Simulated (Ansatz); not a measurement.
Structure relaxation of TiAl

Computed with DFT PBE, scalar-relativistic, plane waves, PAW (Ansatz 0.2.0). Cutoff 420 eV, Γ-centred k mesh, Gaussian smearing, no spin polarisation in the final step.

TiAl was placed on the CrB structure type (Cmcm, No. 63), with Ti in place of Cr, Al in place of B, at a guessed volume.

```
CELL_PARAMETERS angstrom
1.82516 -4.81572 0.00000
1.82516 4.81572 0.00000
0.00000 0.00000 3.62566
ATOMIC_POSITIONS crystal
Ti 0.85400 0.14600 0.75000
Ti 0.14600 0.85400 0.25000
Al 0.55000 0.45000 0.75000
Al 0.45000 0.55000 0.25000
```

Cell and atoms relax at zero pressure; the relaxation can't lower the symmetry of the start. After a coarse first stage the cell is made exact in the group found at 0.06 Å.

Formation energies are uncorrected and refer to the elements' standard structures at the same level.

What does it relax into?

It keeps Cmcm (No. 63), but not the shape of the type it started on. Conventional cell: a = 3.014 Å, b = 10.496 Å, c = 4.185 Å. Ti is coordinated by 5 Al at 2.73–2.77 Å, 2 Al at 2.94 Å and 6 Ti at 3.01–3.10 Å; Al has 2 Al at 2.59 Å, 5 Ti at 2.73–2.77 Å, 2 Ti at 2.94 Å and 2 Al at 3.01 Å.

Space group Cmcm (No. 63). a = 3.014 Å, b = 10.496 Å, c = 4.185 Å, α = 90.00°, β = 90.00°, γ = 90.00°
```
atom site symmetry x y z
  Ti    4c m2m  0.5000  0.6678  0.7500
  Al    4c m2m  0.5000  0.9274  0.7500
```

What are its volume, energy, density and gap?

The volume per atom is 16.55 Å³, the density is 3.75 g/cm³ and the energy over the elements is -0.35 eV/atom. The gap on the 16×16×12 mesh is 0 eV (a metal).

The final run used a 16×16×12 mesh on its 4-atom cell and 0.10 eV smearing. For metals, differences of a few meV/atom aren't resolved. A structure relaxed within its symmetry needn't be a true minimum.

Cost: 3 runs of about 2 core-minutes in all, on Intel Xeon 6975P-C (Granite Rapids) (shared hosts).